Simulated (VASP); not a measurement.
Set up this calculation in VASP 6.6.1, as the native input.

| Quantity | Value |
| --- | --- |
| Task | band structure |
| Functional | PBE |
| Potentials or basis | VASP PAW PBE potentials, release 64 (Si, C) |
| Cutoff | 520 eV |
| k mesh | 8 × 5 × 5 |
| Occupations | gaussian, width 0.02 eV |
| Spin | non-collinear spin, zero start, spin-orbit coupling |
| Starting moments | [[0.0, 0.0, 0.0], [0.0, 0.0, 0.0], [0.0, 0.0, 0.0], [0.0, 0.0, 0.0], [0.0, 0.0, 0.0], [0.0, 0.0, 0.0], [0.0, 0.0, 0.0], [0.0, 0.0, 0.0]] μB |
| Further INCAR settings | ALGO = Normal; EDIFF = 1e-07; NBANDS = 50 |

The structure of SiC lies in POSCAR:

```
SiC                                     
1.0
    3.1179847954      0.0000000000      0.0000000000
    0.0000000000      5.0511353685      0.0000000000
    0.0000000000      0.0000000000      5.3470105717
  Si              C             
     4     4
Direct
     1.0000000000000000    0.9993143623692506    0.3331245849144541
     0.5000000000000000    0.9993143623692506    0.8331245849144540
     0.5000000000000000    0.4993143623692506    0.1668754150855459
     0.0000000000000000    0.4993143623692506    0.6668754150855460
     0.0000000000000000    0.6226856376307492    0.3327744235988001
     0.5000000000000000    0.6226856376307492    0.8327744235988003
     0.5000000000000000    0.1226856376307492    0.1672255764011998
     0.0000000000000000    0.1226856376307492    0.6672255764011997
```

The cell was built by a generator and isn't the measured one.

These files were run (other wordings do the same):

INCAR

```
SYSTEM = SiC
  PREC = Accurate
  ENCUT = 520
  EDIFF = 1E-7
  ISMEAR = 0
  SIGMA = 0.02
  LREAL = .False.
  LASPH = .True.
  NELM = 60
  ALGO = Normal
  ISIF = 2
  LWAVE = .False.
  LCHARG = .False.
  LNONCOLLINEAR = .True.
  MAGMOM = 0 0 0 0 0 0 0 0 0 0 0 0 0 0 0 0 0 0 0 0 0 0 0 0
  LORBIT = 11
  LSORBIT = .True.
  GGA_COMPAT = .False.
  GGA = PE
  NBANDS = 50
  KPAR = 8
```

KPOINTS

```
regular mesh
0
Gamma
  8 5 5
  0 0 0
```

KPOINTS_OPT

```
path GXSYGZURTZ,YT,UX,SR
20
line-mode
reciprocal
 0.0000000000  0.0000000000  0.0000000000  G
 0.5000000000  0.0000000000  0.0000000000  X

 0.5000000000  0.0000000000  0.0000000000  X
 0.5000000000  0.5000000000  0.0000000000  S

 0.5000000000  0.5000000000  0.0000000000  S
 0.0000000000  0.5000000000  0.0000000000  Y

 0.0000000000  0.5000000000  0.0000000000  Y
 0.0000000000  0.0000000000  0.0000000000  G

 0.0000000000  0.0000000000  0.0000000000  G
 0.0000000000  0.0000000000  0.5000000000  Z

 0.0000000000  0.0000000000  0.5000000000  Z
 0.5000000000  0.0000000000  0.5000000000  U

 0.5000000000  0.0000000000  0.5000000000  U
 0.5000000000  0.5000000000  0.5000000000  R

 0.5000000000  0.5000000000  0.5000000000  R
 0.0000000000  0.5000000000  0.5000000000  T

 0.0000000000  0.5000000000  0.5000000000  T
 0.0000000000  0.0000000000  0.5000000000  Z

 0.0000000000  0.5000000000  0.0000000000  Y
 0.0000000000  0.5000000000  0.5000000000  T

 0.5000000000  0.0000000000  0.5000000000  U
 0.5000000000  0.0000000000  0.0000000000  X

 0.5000000000  0.5000000000  0.0000000000  S
 0.5000000000  0.5000000000  0.5000000000  R
```

Potentials or basis: VASP PAW PBE potentials, release 64 (Si, C).

Run with:

```sh
$ cat potpaw_PBE.64/Si/POTCAR potpaw_PBE.64/C/POTCAR > POTCAR
$ mpirun -np 8 vasp_ncl > vasp.out
```

It gave:

The pressure is -0.5 GPa, the largest force is 0.017 eV/Å and the net moment is 0.00 μB per cell. The valence electrons inside the program's atomic spheres are Si 1.66; C 2.53.

It took 4.9 min on 8 MPI ranks on Intel(R) Xeon(R) Platinum 8259CL CPU @ 2.50GHz (Skylake/Cascade Lake), on a shared host, peak memory 0.9 GiB a rank.
